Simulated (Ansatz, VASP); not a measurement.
# One calculation of Sb, two programs

```
CELL_PARAMETERS angstrom
3.40269 0.00000 0.00000
-1.70135 2.94682 0.00000
0.00000 0.00000 5.33000
ATOMIC_POSITIONS crystal
Sb 0.33333 0.66667 0.25000
Sb 0.66667 0.33333 0.75000
```

Change from the starting cell: equal xx and yy strain of +1 %.

Alike in both runs: task single point; functional LDA; k mesh 12 × 12 × 7; occupations fermi-dirac, width 0.03 eV; no spin polarisation.

|  | VASP | Ansatz |
| --- | --- | --- |
| version | VASP 6.6.1 | Ansatz 0.2.0 |
| potentials or method | VASP PAW LDA potentials, release 64 (Sb), cutoff 520 eV | all-electron LAPW, scalar-relativistic |

```csv
,VASP,Ansatz,Ansatz less VASP
pressure (GPa),-2.6,-2.6,-0.06
largest component of the traceless stress (GPa),0.71,0.71,-0.004
```

Ansatz ran all-electron here, so the differences hold the error of VASP's frozen core and of both bases.

Spin-orbit coupling is left out, which matters for the levels of Sb.
